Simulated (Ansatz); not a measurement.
# 4-layer blue phosphorene (AA') in a perpendicular field, part 2 of 2

Aim: how the 4-layer blue phosphorene (AA') screens a field along its normal, and what the field does to its bands. A positive field points along +c.

Ansatz 0.2.0; plane-wave DFT, PBE-D3(BJ), Ansatz PAW.

So far. Step 2 (Relaxing the slab): The lattice constant a goes from 3.280 to 3.248 Å.

**3. Single point, field 0, start network**

A sawtooth potential applies the field, turning back in the middle of the vacuum. With the dipole correction the typed value is the field outside the slab. The induced dipole is small, so the SCF threshold is tight.

The cell differs from the one that the last finished run ended in (c 60.160 → 34.713 Å).

File input.yaml:

```yaml
crystal:
  lattice:
    - [3.2482921706, 0.0, 0.0]
    - [-1.6241460853, 2.8131035387, 0.0]
    - [0.0, 0.0, 34.7126270688]
  atoms:
    - { symbol: P, position: [0.6666666667, 0.3333333333, 0.2592716472] }
    - { symbol: P, position: [0.3333333333, 0.6666666667, 0.295188052] }
    - { symbol: P, position: [0.3333333333, 0.6666666667, 0.4078596345] }
    - { symbol: P, position: [0.6666666667, 0.3333333333, 0.4437703939] }
    - { symbol: P, position: [0.6666666667, 0.3333333333, 0.5562296061] }
    - { symbol: P, position: [0.3333333333, 0.6666666667, 0.5921403655] }
    - { symbol: P, position: [0.3333333333, 0.6666666667, 0.704811948] }
    - { symbol: P, position: [0.6666666667, 0.3333333333, 0.7407283528] }
kpoints:
  mp_grid: { grid: [18, 18, 1] }
  band_path:
    path: [[0, 0, 0], [0.5, 0, 0], [0.33333333, 0.33333333, 0], [0, 0, 0]]
    npoints: 16
hamiltonian:
  xc: pbe
  dispersion: d3bj
scf:
  occupations: { method: fermi_dirac, width: 0.02585 }
  convergence: { dr2_threshold: 1.0e-10 }
efield:
  axis: 3
  dipole_correction: true
  ramp_position: 0.97
  ramp_width: 0.06
  amplitude: 0
output:
  dos: { projected: true, e_range: [-6, 5] }
  write_potential: true
  write_density: true
  volumetric_format: npy
  elf: true
```

On the command line:

```bash
ansatz run input.yaml --threads 2 --pin off --max-ram 3072MiB --backend cpu --events-out ev --progress --plain --runs-dir out
```

Numbers of over 12 decimals in the logs are rounded to 6 here.

Log:

```text
[...]
Crystal: 8 atoms, lattice volume = 317.196 Å³
Basis set: ecut = 420 eV, 6297 PW (Γ)
Bands: 28, of which v1, the nominal top of the filled ones, is band 20 counted from 1 (19 counted from 0)
Symmetry: 6 space group operations
k-points: 37 of 324 (time reversal used)
[...]
SCF iter   1: F=—  HF=-6047.322866 eV  |F-HF|=—  |Δ(HF+E_count)|=         —  Δρ=1.82e-3  dr2=2.10e-2  ethr=1.77e-3  p=-0.000 e·Å  D=-1.80e-15 V/Å  ΔV_dip=0.00 eV  dr2_dipole=1.56e-7  V_vac-E_F(+/−)=4.87/4.87 eV  ⟨swp⟩=9.9  Hψ=7280  notcnv=0
efield: sawtooth ramp at fractional position 0.9700 (set: `efield.ramp_position`, or a place that a band, a saddle search or an elastic batch's reference lends), width 0.0600; the density the first Hamiltonian is built on has a dipole p = -0.000 e·Å; the dipole correction subtracts the counter field D = -1.80e-15 V/Å, which shifts the + side's vacuum level by +0.00 eV against the − side's; the planar-averaged density in the ramp window peaks in size at 1.8e-6 e/Å³
[...]
SCF iter   2: F=—  HF=-6047.320912 eV  |F-HF|=—  |Δ(HF+E_count)|=   1.95e-3  Δρ=1.08e-3  dr2=5.26e-3  ethr=5.26e-5  p=-0.000 e·Å  D=-6.82e-5 V/Å  ΔV_dip=0.00 eV  dr2_dipole=1.15e-7  V_vac-E_F(+/−)=4.99/4.99 eV  ⟨swp⟩=3.4  Hψ=2336  notcnv=0  defer=119
[...]
SCF iter  11: F=-6047.320890 eV  HF=-6047.320890 eV  |F-HF|=1.09e-11  |Δ(HF+E_count)|=  3.27e-10  Δρ=8.15e-8  dr2=3.28e-11  ethr=1.00e-12  p=0.000 e·Å  D=1.31e-7 V/Å  ΔV_dip=-0.00 eV  dr2_dipole=1.18e-12  V_vac-E_F(+/−)=5.03/5.03 eV  ⟨swp⟩=9.0  Hψ=5247  notcnv=0
SCF 1 converged in 11 iterations: F = -6047.320890 eV  dr2 = 3.28e-11
[...]
NSCF: frozen V_eff on 49 k-points
efield: sawtooth ramp at fractional position 0.9700 (kept from the solve that this one continues, or follows in the run), width 0.0600; the density the first Hamiltonian is built on has a dipole p = 0.000 e·Å; the dipole correction subtracts the counter field D = 1.31e-7 V/Å, which shifts the + side's vacuum level by -0.00 eV against the − side's; the planar-averaged density in the ramp window peaks in size at 4.1e-8 e/Å³
[...]
SCF converged after 11 iterations
Free energy (F): -6047.320890 eV
[...]
Internal energy: -6047.320890 eV  (E = F + TS)
E sigma→0 (E₀):  -6047.320890 eV
Fermi energy:    0.950128 eV
Dipole field:    D = -0.000001 V/Å  (p = -0.000002 e·Å, saw-weighted, corrected)
Work function:   Φ+ = 5.0303 eV   Φ− = 5.0303 eV
Levels:          The Fermi level and band energies are counted from a zero that moves with the ramp; work functions are not
[...]
--- Band table (eV; the first three rows and the last of 37) ---
  k-point 0: bands = [... 16 lower, -0.2096, -0.2081, -0.2081, 0.1392, 3.7820, 3.7820, 3.8000, 3.8027, ... 4 higher]
  k-point 1: bands = [... 16 lower, -0.3422, -0.3314, -0.3298, 0.1638, 3.6353, 3.6612, 3.6863, 3.7008, ... 4 higher]
  k-point 2: bands = [... 16 lower, -0.6378, -0.6361, -0.2790, 0.2266, 3.2486, 3.2820, 3.3169, 3.3417, ... 4 higher]
  k-point 36: bands = [... 16 lower, -1.9392, -1.7424, -1.7217, -1.7028, 1.6397, 1.7934, 1.9813, 2.1344, ... 4 higher]
```

Wall time 57 s (2 threads of Arm Neoverse N1, shared host); peak memory 0.68 GiB.

In the SCF lines HF is the Harris–Foulkes energy and dr2 the Hartree energy of the density residual, in eV; the loop may stop once dr2 is under the threshold and the program's other checks hold. Hψ counts applications of the Hamiltonian.

Numbers from this step:

```
gap on the k-mesh                  : 1.167 eV
dipole along the normal            : -1.80e-6 e·Å
gap along the path                 : 1.149 eV
smallest direct gap along the path : 1.540 eV
ionisation energy, upper face      : 5.626 eV
electron affinity, upper face      : 4.477 eV
gap, the smaller of path and mesh  : 1.149 eV
```

Running mean over a fixed 2.7 Å (it still follows the layers) of the planar mean; the ramp of the sawtooth is left out. Table of electron's electrostatic potential energy less the Fermi level by z:

| z (Å) | electron's electrostatic potential energy less the Fermi level (eV) |
| --- | --- |
| 4 | 5.03 |
| 5 | 5.03 |
| 6 | 4.97 |
| 7 | 3.98 |
| 8 | -1.59 |
| 9 | -7.50 |
| 10 | -8.78 |
| 11 | -3.05 |
| 12 | 2.32 |
| 13 | -0.786 |
| 14 | -6.57 |
| 15 | -9.31 |
| 16 | -3.92 |
| 17 | 1.67 |
| 18 | 0.116 |
| 19 | -5.62 |
| 20 | -9.57 |
| 21 | -4.78 |
| 22 | 0.921 |
| 23 | 1.04 |
| 24 | -4.65 |
| 25 | -9.55 |
| 26 | -5.71 |
| 27 | 0.223 |
| 28 | 4.56 |
| 29 | 5.00 |
| 30 | 5.03 |
| 31 | 5.03 |

The density of states has structure finer than the step of the table below, so its rows give means over 0.25 eV, whole bins alone (the curve runs from -6 to 2.52 eV). Peaks (eV: height): -5.260: 8.60, -5.150: 9.47, -1.970: 7.61, -1.780: 8.12, -1.450: 7.05, -0.620: 7.92, 2.110: 9.84.

Density of states against energy, zero at the Fermi level of the run, which the smearing sets inside the gap; means over each step:

| energy (eV) | density of states (states/eV a cell) |
| --- | --- |
| -5.75 | 1.31 |
| -5.50 | 2.48 |
| -5.25 | 6.59 |
| -5.00 | 6.89 |
| -4.75 | 4.25 |
| -4.50 | 4.27 |
| -4.25 | 3.99 |
| -4.00 | 4.71 |
| -3.75 | 5.27 |
| -3.50 | 5.74 |
| -3.25 | 3.70 |
| -3.00 | 2.41 |
| -2.75 | 3.28 |
| -2.50 | 4.87 |
| -2.25 | 6.15 |
| -2.00 | 5.72 |
| -1.75 | 6.25 |
| -1.50 | 5.50 |
| -1.25 | 2.90 |
| -1.00 | 2.90 |
| -0.75 | 2.43 |
| -0.50 | 0.728 |
| -0.25 | 0 |
| 0.00 | 0 |
| 0.25 | 0 |
| 0.50 | 0.0774 |
| 0.75 | 1.32 |
| 1.00 | 3.51 |
| 1.25 | 4.68 |
| 1.50 | 5.20 |
| 1.75 | 5.17 |
| 2.00 | 6.01 |
| 2.25 | 5.17 |

Projected DOS per atom over height of the atomic layer and energy from the Fermi level. Layers: P P P P P P P P from below.

Ten even steps from '0' (0.00 states/eV) to '9' (0.90 states/eV), each cell a mean:
```
66555566
76666667
66666666
55555555
11222211
00000000
00000000
00000000
11444411
55333355
88566588
77999977
77777777
44555544
33333333
77777777
67666676
55555555
55555555
99999999
44555544
11111111
```
Columns: height of the atomic layer (Å) from 9 to 25.7 (not evenly spaced); rows upwards: energy from the Fermi level (eV) from -5.96 to 2.5.

The electronic bands at the labelled points (eV, zero at the Fermi level of the run, which the smearing sets inside the gap):

| point | band 17 | band 18 | band 19 | band 20 | band 21 | band 22 | band 23 | band 24 |
| --- | --- | --- | --- | --- | --- | --- | --- | --- |
| Γ | -1.16 | -1.16 | -1.16 | -0.81 | 2.83 | 2.83 | 2.85 | 2.85 |
| halfway | -1.81 | -1.45 | -1.01 | -0.65 | 1.03 | 1.11 | 1.22 | 1.31 |
| M | -2.83 | -2.66 | -2.46 | -2.30 | 0.79 | 0.86 | 0.93 | 0.98 |
| halfway | -2.75 | -2.57 | -2.39 | -2.24 | 1.45 | 1.66 | 1.91 | 2.10 |
| K | -2.89 | -2.69 | -2.67 | -2.65 | 0.69 | 0.84 | 1.03 | 1.18 |
| halfway | -1.71 | -1.38 | -0.98 | -0.66 | 2.12 | 2.28 | 2.51 | 2.74 |
| Γ | -1.16 | -1.16 | -1.16 | -0.81 | 2.83 | 2.83 | 2.85 | 2.85 |

Valence density in the ca plane at fractional y = 0.333, with atoms of P within 0.2 Å of it. It is the smooth field of the valence electrons, not physical close to the nuclei.

Values in e/Å³, 5 rows by 16 columns, each cell a mean:
```
0.58 0.47 0.07 0.12 0.53 0.55 0.17 0.03 0.02 0.14 0.51 0.56 0.17 0.01 0.00 0.00
0.41 0.53 0.12 0.21 0.46 0.45 0.12 0.02 0.01 0.09 0.46 0.40 0.29 0.01 0.00 0.00
0.59 0.48 0.07 0.12 0.53 0.55 0.17 0.03 0.02 0.14 0.51 0.56 0.17 0.01 0.00 0.00
0.36 0.15 0.03 0.04 0.19 0.38 0.29 0.05 0.04 0.26 0.39 0.22 0.05 0.00 0.00 0.00
0.35 0.14 0.02 0.03 0.18 0.38 0.30 0.06 0.04 0.26 0.39 0.21 0.04 0.00 0.00 0.00
```
Columns run along c (16.0 Å, from fractional 0.42 to 0.88 of the cell), rows up along a (3.2 Å). Atoms in or near the plane, at fractional coordinates: P at (0.44, 0.67), P at (0.56, 0.67), P at (0.74, 0.67).

Electrostatic potential energy in the ca plane at fractional y = 0.333, with atoms of P within 0.2 Å of it. With pseudopotentials it is smooth inside the atoms' cores, unlike the true potential.

Ten even steps from '0' (-64 eV) to '9' (6 eV), each cell a mean:
```
87668999999866789999999999998766799999999999
62016999999610268999999999997410489999999999
50004899998400058999999999997200279999999999
73126999999621378999999999998411489999999999
87678999999876788999999999988766899999999999
88999999999999888899999999888889999999999999
89999999999999987889999999878899999999999999
88899999999998888899999999888889999999999999
```
Columns run along c (16.0 Å, from fractional 0.42 to 0.88 of the cell; values clipped at the 3rd and 97th percentile), rows up along a (3.2 Å). Atoms in or near the plane, at fractional coordinates: P at (0.44, 0.67), P at (0.56, 0.67), P at (0.74, 0.67).

ELF in the ca plane at fractional y = 0.333, with atoms of P within 0.2 Å of it. It is the smooth field of the valence electrons, not physical close to the nuclei.

Values, 5 rows by 16 columns, each cell a mean:
```
0.65 0.81 0.40 0.58 0.74 0.67 0.35 0.09 0.06 0.31 0.66 0.69 0.85 0.34 0.02 0.00
0.25 0.65 0.51 0.69 0.46 0.34 0.16 0.01 0.01 0.11 0.39 0.33 0.95 0.57 0.04 0.00
0.64 0.80 0.41 0.58 0.73 0.66 0.35 0.09 0.06 0.31 0.65 0.68 0.86 0.36 0.02 0.00
0.57 0.36 0.10 0.15 0.40 0.60 0.68 0.34 0.25 0.68 0.62 0.42 0.24 0.04 0.00 0.00
0.55 0.34 0.08 0.13 0.37 0.59 0.69 0.35 0.26 0.70 0.61 0.40 0.21 0.03 0.00 0.00
```
Columns run along c (16.0 Å, from fractional 0.42 to 0.88 of the cell), rows up along a (3.2 Å). Atoms in or near the plane, at fractional coordinates: P at (0.44, 0.67), P at (0.56, 0.67), P at (0.74, 0.67).

The gap is 1.15 eV, with the valence edge 5.63 eV and the conduction edge 4.48 eV under the upper vacuum level.

**4. Atoms held, field 0.1 V/Å**

Changes to input.yaml since step 3:

```diff
@@ -28,7 +28,6 @@
   dipole_correction: true
-  ramp_position: 0.97
-  ramp_width: 0.06
-  amplitude: 0
+  ramp_position: 0.9646
+  ramp_width: 0.0709
+  amplitude: 0.1
 output:
-  dos: { projected: true, e_range: [-6, 5] }
   write_potential: true
@@ -36,2 +35 @@
   volumetric_format: npy
-  elf: true
```

Log:

```text
[...]
Crystal: 8 atoms, lattice volume = 317.196 Å³
Basis set: ecut = 420 eV, 6297 PW (Γ)
Bands: 28, of which v1, the nominal top of the filled ones, is band 20 counted from 1 (19 counted from 0)
Symmetry: 6 space group operations
k-points: 37 of 324 (time reversal used)
[...]
k-point 0: bands = [... 16 lower, -0.1556, -0.0073, -0.0073, 0.1664, 3.6101, 3.6101, 3.6434, 3.7357, ... 4 higher]
  k-point 1: bands = [... 16 lower, -0.3562, -0.2775, -0.1291, 0.1914, 3.4688, 3.5971, 3.7326, 3.7645, ... 4 higher]
  k-point 2: bands = [... 16 lower, -0.5841, -0.4357, -0.2781, 0.2551, 3.0917, 3.2237, 3.3597, 3.5119, ... 4 higher]
  k-point 36: bands = [... 16 lower, -1.8526, -1.7562, -1.6961, -1.5765, 1.5657, 1.7815, 1.9817, 2.2178, ... 4 higher]
[key lines of the parts left out:]
SCF converged after 13 iterations
Free energy (F): -6047.324716 eV
Fermi energy:    0.929001 eV
Dipole field:    D = 0.043655 V/Å  (p = 0.076525 e·Å, saw-weighted, corrected)
```

The job ended after 56 s (2 threads; peak memory 0.66 GiB; 1.8 min of CPU time).

The dipole is 0.0765 e·Å, and the gap 1.039 eV.

**5. Atoms held, field -0.1 V/Å**

Changes to input.yaml since step 4:

```diff
@@ -30,3 +30,3 @@
   ramp_width: 0.0709
-  amplitude: 0.1
+  amplitude: -0.1
 output:
```

Log:

```text
[...]
Crystal: 8 atoms, lattice volume = 317.196 Å³
Basis set: ecut = 420 eV, 6297 PW (Γ)
Bands: 28, of which v1, the nominal top of the filled ones, is band 20 counted from 1 (19 counted from 0)
Symmetry: 6 space group operations
k-points: 37 of 324 (time reversal used)
[...]
k-point 0: bands = [... 16 lower, -0.1554, -0.0071, -0.0071, 0.1666, 3.6103, 3.6103, 3.6436, 3.7359, ... 4 higher]
  k-point 1: bands = [... 16 lower, -0.3560, -0.2773, -0.1289, 0.1915, 3.4690, 3.5973, 3.7328, 3.7647, ... 4 higher]
  k-point 2: bands = [... 16 lower, -0.5839, -0.4355, -0.2779, 0.2553, 3.0919, 3.2239, 3.3599, 3.5121, ... 4 higher]
  k-point 36: bands = [... 16 lower, -1.8524, -1.7560, -1.6959, -1.5763, 1.5659, 1.7817, 1.9819, 2.2180, ... 4 higher]
[key lines of the parts left out:]
SCF converged after 13 iterations
Free energy (F): -6047.324716 eV
Fermi energy:    0.929196 eV
Dipole field:    D = -0.043657 V/Å  (p = -0.076529 e·Å, saw-weighted, corrected)
```

Wall time 56 s (2 threads); peak memory 0.67 GiB; 1.8 min of CPU time.

The dipole is -0.0765 e·Å, and the gap 1.039 eV.

**6. Atoms held, field 0.2 V/Å**

Changes to input.yaml since step 5:

```diff
@@ -30,3 +30,3 @@
   ramp_width: 0.0709
-  amplitude: -0.1
+  amplitude: 0.2
 output:
```

Log:

```text
[...]
Crystal: 8 atoms, lattice volume = 317.196 Å³
Basis set: ecut = 420 eV, 6297 PW (Γ)
Bands: 28, of which v1, the nominal top of the filled ones, is band 20 counted from 1 (19 counted from 0)
Symmetry: 6 space group operations
k-points: 37 of 324 (time reversal used)
[...]
k-point 0: bands = [... 16 lower, -0.0896, 0.1947, 0.1947, 0.2418, 3.4065, 3.4065, 3.4407, 3.6668, ... 4 higher]
  k-point 1: bands = [... 16 lower, -0.2524, -0.2115, 0.0728, 0.2674, 3.2655, 3.5281, 3.5610, 3.7982, ... 4 higher]
  k-point 2: bands = [... 16 lower, -0.5181, -0.2703, -0.2337, 0.3334, 2.8900, 3.1548, 3.4252, 3.7117, ... 4 higher]
  k-point 36: bands = [... 16 lower, -1.9455, -1.7052, -1.5195, -1.4193, 1.4114, 1.7308, 2.0211, 2.3780, ... 4 higher]
[key lines of the parts left out:]
SCF converged after 13 iterations
Free energy (F): -6047.336199 eV
Fermi energy:    0.896549 eV
Dipole field:    D = 0.087366 V/Å  (p = 0.153147 e·Å, saw-weighted, corrected)
```

Elapsed: 57 s, on 2 threads; peak memory 0.67 GiB.

The dipole is 0.153 e·Å, and the gap 0.786 eV.

**7. Single point, field 0.3 V/Å**

Changes to input.yaml since step 6:

```diff
@@ -28,5 +28,5 @@
   dipole_correction: true
-  ramp_position: 0.9646
-  ramp_width: 0.0709
-  amplitude: 0.2
+  ramp_position: 0.9625
+  ramp_width: 0.075
+  amplitude: 0.3
 output:
```

Log:

```text
[...]
Crystal: 8 atoms, lattice volume = 317.196 Å³
Basis set: ecut = 420 eV, 6297 PW (Γ)
Bands: 28, of which v1, the nominal top of the filled ones, is band 20 counted from 1 (19 counted from 0)
Symmetry: 6 space group operations
k-points: 37 of 324 (time reversal used)
[...]
k-point 0: bands = [... 16 lower, -0.0250, 0.3516, 0.3943, 0.3943, 3.2037, 3.2037, 3.2358, 3.5981, ... 4 higher]
  k-point 1: bands = [... 16 lower, -0.1468, -0.0526, 0.2724, 0.3781, 3.0625, 3.3582, 3.4592, 3.6561, ... 4 higher]
  k-point 2: bands = [... 16 lower, -0.4535, -0.2488, -0.0341, 0.4464, 2.6875, 3.0860, 3.4897, 3.7408, ... 4 higher]
  k-point 36: bands = [... 16 lower, -1.8721, -1.6725, -1.3164, -1.2527, 1.2314, 1.6659, 2.0781, 2.5581, ... 4 higher]
[key lines of the parts left out:]
SCF converged after 13 iterations
Free energy (F): -6047.355354 eV
Fermi energy:    0.870420 eV
Dipole field:    D = 0.131201 V/Å  (p = 0.229988 e·Å, saw-weighted, corrected)
```

The job ended after 57 s (2 threads; peak memory 0.67 GiB).

The dipole is 0.230 e·Å, and the gap 0.472 eV.

**8. Response, atoms held**

This step: plane-wave DFT, PBE-D3(BJ), Ansatz PAW; response to a field along the normal, atoms held (Ansatz 0.2.0).

The dipoles give the slope, and the difference of two potentials shows where the field is screened.

Numbers from this step:

```
equivalent conductor thickness p/(ε₀AE) : 15.15 Å
distance between the outer atoms        : 16.71 Å
```

The dipole of the cell by applied field:

| applied field (V/Å) | dipole of the cell (e·Å) |
| --- | --- |
| -0.100 | -0.0765 |
| 0.000 | -1.8e-6 |
| 0.100 | 0.0765 |
| 0.200 | 0.153 |
| 0.300 | 0.230 |

Local field over the applied field, running mean. From the potentials at -0.1 and 0.1 V/Å; running mean over 2.8 Å. Local field over applied field against z:

| z (Å) | local field over applied field |
| --- | --- |
| 5 | 0.991 |
| 6 | 0.941 |
| 7 | 0.741 |
| 8 | 0.421 |
| 9 | 0.138 |
| 10 | 0.0911 |
| 11 | 0.290 |
| 12 | 0.444 |
| 13 | 0.377 |
| 14 | 0.154 |
| 15 | 0.0742 |
| 16 | 0.251 |
| 17 | 0.432 |
| 18 | 0.399 |
| 19 | 0.185 |
| 20 | 0.0671 |
| 21 | 0.216 |
| 22 | 0.420 |
| 23 | 0.422 |
| 24 | 0.221 |
| 25 | 0.0717 |
| 26 | 0.203 |
| 27 | 0.516 |
| 28 | 0.819 |
| 29 | 0.965 |
| 30 | 0.995 |

Electrons, planar mean, per unit field. Induced electron density against z:

z (Å), induced electron density (e/Å³ per V/Å) and a bar from the least value:
```
        5    0.00003 ###############
        6    0.00025 ################
        7    0.00144 #####################
        8    0.00338 ##############################
        9    0.00088 ###################
       10   -0.00086 ###########
       11   -0.00260 ###
       12   -0.00087 ###########
       13    0.00298 ############################
       14    0.00061 ##################
       15   -0.00061 ############
       16   -0.00187 ######
       17   -0.00151 ########
       18    0.00258 ##########################
       19    0.00077 ##################
       20   -0.00021 ##############
       21   -0.00118 #########
       22   -0.00214 #####
       23    0.00207 ########################
       24    0.00120 ####################
       25    0.00038 ################
       26   -0.00081 ###########
       27   -0.00328 
       28   -0.00090 ###########
       29   -0.00014 ##############
       30   -0.00002 ###############
```

The smaller of the gaps on the path and on the k-mesh, counted as 0 under 0.03 eV. Table of gap by applied field:

| applied field (V/Å) | gap (eV) |
| --- | --- |
| -0.100 | 1.04 |
| 0.000 | 1.15 |
| 0.100 | 1.04 |
| 0.200 | 0.786 |
| 0.300 | 0.472 |

By hand: between -0.1 and 0.1 V/Å the dipole changes by 0.1531 e·Å, a slope of 0.7653 e·Å²/V. A perfect conductor of thickness t has p = ε₀AEt, so t = 180.95 × 0.7653 / 9.138 = 15.15 Å (e/ε₀ = 180.95 V·Å, A in Å²).

The induced dipole is that of a conductor 15.15 Å thick.

**9. Summary of results**

```
gap without field                          : 1.15 eV
ionisation energy, upper face              : 5.63 eV
electron affinity, upper face              : 4.48 eV
equivalent conductor thickness, atoms held : 15.2 Å
```

The induced dipole equals that of a perfect conductor 15.15 Å thick, while the outer atoms lie 16.71 Å apart; an out-of-plane ε follows only once a thickness t is chosen, by 1 − 1/ε = 15.15 Å / t. The gap goes from 1.15 eV to 0.47 eV at 0.3 V/Å. With the field reversed the gap is 1.04 eV at -0.1 V/Å. Semilocal functionals give gaps that are too small, and excitons are not included.

[Logs are printed without paths, hosts, clocks, repeated set-up lines and the standing remarks that a program may print on its own settings, such as how far it seeks lower states.]

[Hosts, paths, dates, database ids (printed as entryN), source tags and the programs' standing remarks are cut or masked in the printed files.]

[Maps of the electrostatic potential energy from Ansatz leave out the sawtooth potential of an applied field or a dipole correction, so their vacuum need not be flat; planar profiles and work functions include it.]

[The density of states shown here was stored with 400 of the rows of the run's finer table, so its peaks can read low, often by over a quarter, or be missed, and its means over a window can be off by a tenth or more.]
